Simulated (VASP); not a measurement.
Here is a VASP 6.6.1 calculation.

INCAR

```
PREC     = Accurate       # precision mode
ENCUT    = 520            # plane-wave cutoff, eV
EDIFF    = 1E-6           # SCF threshold, eV
ISMEAR   = -1             # smearing method
SIGMA    = 0.05           # smearing width, eV
LREAL    = False          # projectors in reciprocal space
LASPH    = True           # aspherical terms in the spheres
NELM     = 80             # most SCF steps
ALGO     = Normal         # electronic algorithm
ISIF     = 2              # what is computed and relaxed
LWAVE    = False          # write WAVECAR
LCHARG   = True           # write CHGCAR
GGA      = CA             # functional
LELF     = True           # ELF
LVHAR    = True         
NBANDS   = 66             # bands
```

The input KPOINTS:

```
Automatic mesh
0
Gamma
  8 8 2
```

The input POSCAR:

```
ZnS
1.0
    3.7428328406      0.0000000000      0.0000000000
   -1.8714164203      3.2413883221      0.0000000000
    0.0000000000      0.0000000000     18.3747985657
Zn S
6 6
Direct
    0.3333333333      0.6666666667      0.8333004282
    0.6666666667      0.3333333333      0.3333004282
    0.6666666667      0.3333333333      0.6668810679
    0.3333333333      0.6666666667      0.1668810679
    0.0000000000      0.0000000000      0.5000261413
    0.0000000000      0.0000000000      0.0000261413
    0.3333333333      0.6666666667      0.9580886880
    0.6666666667      0.3333333333      0.4580886880
    0.6666666667      0.3333333333      0.7916168628
    0.3333333333      0.6666666667      0.2916168628
    0.0000000000      0.0000000000      0.6250868117
    0.0000000000      0.0000000000      0.1250868117
```

Potentials or basis: VASP PAW LDA potentials, release 64 (Zn, S).

Command:

```sh
$ cat potpaw_LDA.64/Zn/POTCAR potpaw_LDA.64/S/POTCAR > POTCAR
$ mpirun -np 1 vasp_std > vasp.out
```

Task: Estimate the pressure.

Result: 0.4 GPa.

Task: Estimate the band gap on the k mesh.

Result: 2.18 eV.

**What was measured.**

From a printed reference work, monograph, for a bulk crystal of ZnS at 4 K: band gap 3.911 eV (direct).

A measured gap of ZnS is 3.911 eV (direct; 4 K; a printed reference work, monograph); the calculated 2.18 eV misses it by -1.73 eV. The value is that of LDA on a finite k mesh, which can miss the band edges, without temperature or zero-point motion. Semilocal functionals fall short of measured gaps as a rule.
